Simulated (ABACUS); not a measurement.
The system is KCl (Sylvite).

```
K Cl
1.0
    -3.14647    0.00000    3.14647
     0.00000    3.14647    3.14647
    -3.14647    3.14647    0.00000
K Cl
1 1
Cartesian
  0.0000 0.0000 0.0000
  -3.1465 3.1465 3.1465
```

```yaml
Program: ABACUS 3.10.1
Task: relaxation of cell and atoms
Functional: TPSS
Potentials_or_basis: SG15 ONCV 1.2 PBE
Cutoff: 1170 eV
Density_cutoff: 4680 eV
Basis: plane waves
k_mesh: 4 × 4 × 4
Occupations: fermi-dirac, width 0.05 eV
Spin: no spin polarisation
```

At the start: pressure 1.0 GPa; volume 31.15 Å³/atom.

Where does the relaxation end?

Over 3 steps the energy falls by 5.3 meV/atom and the volume is 33.04 Å³/atom (+6.1 %); space group Fm-3m (No. 225, to 0.05 Å).

Step by step:
```
step  energy change (eV)  largest force (eV/Å)  pressure (GPa)  volume (Å³)
   1              0.0000                0.0000            0.97        62.30
   2             -0.0079                0.0000            0.46        64.08
   3             -0.0105                0.0000           -0.03        66.08
```

Final structure:
```
K Cl
1.0
    -3.20887    0.00000    3.20887
     0.00000    3.20887    3.20887
    -3.20887    3.20887    0.00000
K Cl
1 1
Direct
  0.00000 0.00000 0.00000
  0.50000 0.50000 0.50000
```

Caveat: the k mesh is coarse (spacing up to 0.43 Å⁻¹), so the values aren't converged; the potentials were made for another functional, which shifts forces and pressure.
